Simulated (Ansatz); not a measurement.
Theory: DFT PBE, scalar-relativistic, plane waves, PAW (Ansatz). All cells share a 420 eV cutoff and Γ-centred k meshes spaced at most about 0.3 Å⁻¹ (about 0.25 or finer for metals, 2π included). No spin polarisation in the final relaxations.

Temperature and zero-point effects are left out. All come from trial cells, and lower structures may exist.

Task: These unrelaxed guesses for Hf are each relaxed within their symmetry. Order them by the energy at which they end, lowest first.
A.

```cif
data_structure
_symmetry_space_group_name_H-M 'Pm-3m'
_symmetry_Int_Tables_number 221
_cell_length_a 4.1943
_cell_length_b 4.1943
_cell_length_c 4.1943
_cell_angle_alpha 90.000
_cell_angle_beta 90.000
_cell_angle_gamma 90.000
_cell_volume 73.79
loop_
_atom_site_label
_atom_site_type_symbol
_atom_site_symmetry_multiplicity
_atom_site_Wyckoff_symbol
_atom_site_fract_x
_atom_site_fract_y
_atom_site_fract_z
_atom_site_occupancy
Hf1 Hf 3 c 0.00000 0.50000 0.50000 1
```

B.

```cif
data_structure
_symmetry_space_group_name_H-M 'Pmmn:1'
_symmetry_Int_Tables_number 59
_cell_length_a 3.0294
_cell_length_b 4.5926
_cell_length_c 3.1418
_cell_angle_alpha 90.000
_cell_angle_beta 90.000
_cell_angle_gamma 90.000
_cell_volume 43.71
loop_
_atom_site_label
_atom_site_type_symbol
_atom_site_symmetry_multiplicity
_atom_site_Wyckoff_symbol
_atom_site_fract_x
_atom_site_fract_y
_atom_site_fract_z
_atom_site_occupancy
Hf1 Hf 2 a 0.00000 0.00000 0.64489 1
```

C.

```cif
data_structure
_symmetry_space_group_name_H-M 'P-3m1'
_symmetry_Int_Tables_number 164
_cell_length_a 4.9163
_cell_length_b 4.9163
_cell_length_c 3.3579
_cell_angle_alpha 90.000
_cell_angle_beta 90.000
_cell_angle_gamma 120.000
_cell_volume 70.29
loop_
_atom_site_label
_atom_site_type_symbol
_atom_site_symmetry_multiplicity
_atom_site_Wyckoff_symbol
_atom_site_fract_x
_atom_site_fract_y
_atom_site_fract_z
_atom_site_occupancy
Hf1 Hf 1 a 0.00000 0.00000 0.00000 1
Hf2 Hf 2 d 0.66667 0.33333 0.21818 1
```

Result: B (ends in Fm-3m, fcc type, 0 meV/atom), C (ends in Im-3m, bcc type, 108 meV/atom), A (ends in Pm-3m, 0.79 eV/atom).

These runs have no spin–orbit coupling, which can matter for Hf. With atoms moved at random, Fm-3m came back. Other cells relaxed within their symmetry can be saddle points. The part of the Crystallography Open Database at hand lists Hf in space groups No. 194, 225, 229; sharing a group (Fm-3m and Im-3m) doesn't make a cell the listed structure. Some types were kept out of the candidates beforehand, so the set may lack a known form.
